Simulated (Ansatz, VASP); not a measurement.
# Be: VASP beside Ansatz

File INCAR:

```
ALGO     = Normal         # electronic algorithm
EDIFF    = 1E-7           # SCF threshold, eV
ENCUT    = 520            # plane-wave cutoff, eV
GGA      = PE             # functional
ISIF     = 2              # what is computed and relaxed
ISMEAR   = 0              # smearing method
LASPH    = T              # aspherical terms in the spheres
LCHARG   = F              # write CHGCAR
LREAL    = F              # projectors in reciprocal space
LWAVE    = F              # write WAVECAR
NBANDS   = 9              # bands
NELM     = 100            # most SCF steps
PREC     = Accurate       # precision mode
SIGMA    = 0.05           # smearing width, eV
```

KPOINTS

```
k-points
0
Gamma
  18 18 10
```

POSCAR

```
Be
1.0
    2.2853000000      0.0000000000      0.0000000000
   -1.1426500000      1.9791278553      0.0000000000
    0.0000000000      0.0000000000      3.5842000000
Be
2
Direct
    0.3333333333      0.6666666667      0.2500000000
    0.6666666667      0.3333333333      0.7500000000
```

Input for Ansatz:

```yaml
crystal:
  lattice:
    - [2.2853, 0.0, 0.0]
    - [-1.14265, 1.9791278553, 0.0]
    - [0.0, 0.0, 3.5842]
  atoms:
    - { symbol: Be, position: [0.3333333333, 0.6666666667, 0.25] }
    - { symbol: Be, position: [0.6666666667, 0.3333333333, 0.75] }
basis:
  ecutwfc: 420
  fft_grid_basis: typed
kpoints:
  mp_grid: { grid: [18, 18, 10] }
hamiltonian:
  xc: pbe
scf:
  occupations: { method: gaussian, width: 0.05 }
output:
  forces: true
  stress: true
  eigenvalues: true
  bader: true
  write_density: true
  volumetric_format: npy
  elf: true
```

Alike in both runs: task single point; functional PBE; k mesh 18 × 18 × 10; occupations gaussian, width 0.05 eV; no spin polarisation.

```csv
,VASP,Ansatz
version,VASP 6.6.1,Ansatz 0.2.0
potentials or method,"VASP PAW PBE potentials, release 64 (Be)","scalar-relativistic, plane waves, PAW"
plane-wave cutoff (eV),520,420
valence electrons in the cell,4,4
```

|  | VASP | Ansatz | Ansatz less VASP |
| --- | --- | --- | --- |
| gap on the k mesh at the Fermi level (eV) | none | none | - |
| pressure (GPa) | -2.8 | -2.9 | -0.14 |
| largest component of the traceless stress (GPa) | 1.67 | 1.64 | -0.029 |

A gap of «none» marks a metal or a gap that the smearing closes.
